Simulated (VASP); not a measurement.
Write the native input for VASP 6.6.1 that does the following.

```yaml
Task: relaxation of cell and atoms
Functional: PBE
Dispersion: D3(BJ)
Potentials_or_basis: VASP PAW PBE potentials, release 64 (Al, O)
Cutoff: 600 eV
k_mesh: 9 × 9 × 7
Occupations: gaussian, width 0.03 eV
Spin: no spin polarisation
Further_INCAR_settings: ALGO = Normal; EDIFF = 1e-07; IBRION = 2; EDIFFG = -0.005; NSW = 90; ISIF = 3
```

The structure of Al2O3 (Corundum) lies in POSCAR:

```
Al2O3                                   
1.0
    2.3885421527      1.3790254548      4.3428943835
   -2.3885421527      1.3790254548      4.3428943835
    0.0000000000     -2.7580509097      4.3428943835
  Al              O             
     4     6
Direct
     0.3520943357993425    0.3520943357993425    0.3520943357993425
     0.1479056642006575    0.1479056642006575    0.1479056642006575
     0.6479056642006574    0.6479056642006574    0.6479056642006574
     0.8520943357993426    0.8520943357993426    0.8520943357993426
     0.5563940646377999    0.9436059353622001    0.2500000000000000
     0.2500000000000000    0.5563940646377999    0.9436059353622001
     0.9436059353622001    0.2500000000000000    0.5563940646377999
     0.4436059353622000    0.0563940646378000    0.7500000000000000
     0.7500000000000000    0.4436059353622000    0.0563940646378000
     0.0563940646378000    0.7500000000000000    0.4436059353622000
```

One way to write it, as run:

INCAR

```
SYSTEM = Al2O3
ALGO = Normal ; EDIFF = 1E-7
EDIFFG = -0.005 ; ENCUT = 600
GGA = PE ; IBRION = 2
ISIF = 3 ; ISMEAR = 0
IVDW = 12 ; KPAR = 2
LASPH = .True. ; LCHARG = .False.
LREAL = .False. ; LWAVE = .False.
NELM = 80 ; NSW = 90
PREC = Accurate ; SIGMA = 0.03
```

KPOINTS

```
k-points
0
Gamma
  9 9 7
  0 0 0
```

Potentials or basis: VASP PAW PBE potentials, release 64 (Al, O).

Run with:

```console
$ cat potpaw_PBE.64/Al/POTCAR potpaw_PBE.64/O/POTCAR > POTCAR
$ mpirun -np 2 vasp_std > vasp.out
```

It gave:

| Property | Result |
| --- | --- |
| Pressure after relaxing | -0.1 GPa |
| Largest force after relaxing | 0.004 eV/Å |
| Band gap on the k mesh | 6.10 eV, direct |
| Dispersion energy per atom | -0.234 eV |

Caveat: the relaxation stopped at its first step, so nothing moved; an odd mesh through Γ misses points on the zone boundary, where band edges often lie.

Wall time 6 min on 2 MPI ranks on Intel(R) Xeon(R) Platinum 8259CL CPU @ 2.50GHz (Skylake/Cascade Lake), on a shared host, peak memory 0.49 GiB a rank.
